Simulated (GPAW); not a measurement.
**Pt: equation of state with PBE**

The system is Pt.

```
CELL_PARAMETERS angstrom
0.00000 1.96090 1.96090
1.96090 0.00000 1.96090
1.96090 1.96090 0.00000
ATOMIC_POSITIONS crystal
Pt 0.00000 0.00000 0.00000
```

```yaml
Program: GPAW 26.7.0
Task: equation of state
Functional: PBE
Potentials_or_basis: GPAW PAW data sets (gpaw-data 1.2.1)
Cutoff: 600 eV
Basis: pw
k_mesh: 12 × 12 × 12
Occupations: fermi-dirac, width 0.05 eV
Spin: no spin polarisation
Maxiter: 150
Eos_scales: "[0.94, 0.96, 0.98, 1.0, 1.02, 1.04, 1.06]"
```

- Equilibrium volume: 15.64 Å³/atom
- Bulk modulus: 245 GPa
- Pressure derivative of the bulk modulus: 5.4

Energy against volume, from the lowest point:
```tsv
volume (Å³/atom)	energy (meV/atom)
14.175	128.89
14.477	77.59
14.778	40.61
15.080	16.31
15.381	3.20
15.683	0.00
15.985	5.54
```

Wall time 41 s on 1 thread of Intel(R) Xeon(R) 6975P-C (Granite Rapids), on a shared host, peak memory 0.2 GiB.

The run has no spin-orbit coupling, so splittings on Pt are missing. PBE usually gives volumes a little too large and moduli too small.
